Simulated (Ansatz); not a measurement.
# MgI2: how strain makes field gradients

```xyz
3
Lattice="4.1537 0.0000 0.0000 -2.0769 3.5972 0.0000 0.0000 0.0000 6.8620" Properties=species:S:1:pos:R:3 pbc="T T T"
Mg    0.0000    0.0000    0.0000
I     0.0000    2.3981    5.1989
I     2.0769    1.1991    1.6631
```

Atom numbers follow the list: Mg1, I2, I3.

The cell is a measured one (Crystallography Open Database entry 2013551); the temperature and pressure of the measurement aren't taken into account, and nothing was relaxed.

These are results of Ansatz 0.2.0, DFT, PBEsol, all-electron PAW with datasets made for the crystal, scalar-relativistic, not measurements.

The runs use a Γ-centred 7×7×4 k mesh, Fermi–Dirac smearing of 0.03 eV, cutoff 260 eV (chosen by the program for this cell), no spin polarisation.

The strain is applied along the Cartesian axes of the cell as listed (γ is the engineering shear, twice εxy = εyz = εzx). Fractional coordinates are held (clamped ions).

The columns are Cartesian components of the electric field gradient at the nuclei, in 10²¹ V/m².

No spin–orbit coupling: at heavy atoms the gradients can be off by tens of per cent for that reason.

Only quantities that a quadratic follows smoothly over the whole series are listed; rougher ones are left out.

```
      γ  Vxy at Mg1  Vxy at I2
-0.0200       -0.20       0.39
 0.0000        0.00       0.00
 0.0100        0.09      -0.20
 0.0200        0.19      -0.39
```

(1) Fit the series and give the gradient–strain slopes.

(2) One run, at γ = -0.0100, is withheld. Predict its row.

Answers

(1) Least-squares fits y = p0 + p1 x + p2 x² to the rows give Vxy at Mg1: p1 = 9.7, p2 = -6.8; Vxy at I2: p1 = -19.5, p2 = 4.5. The slopes p1 are in 10²¹ V/m² per unit strain, for clamped ions.

(2) The fits give -0.10, 0.19; the run gave -0.10, 0.20.
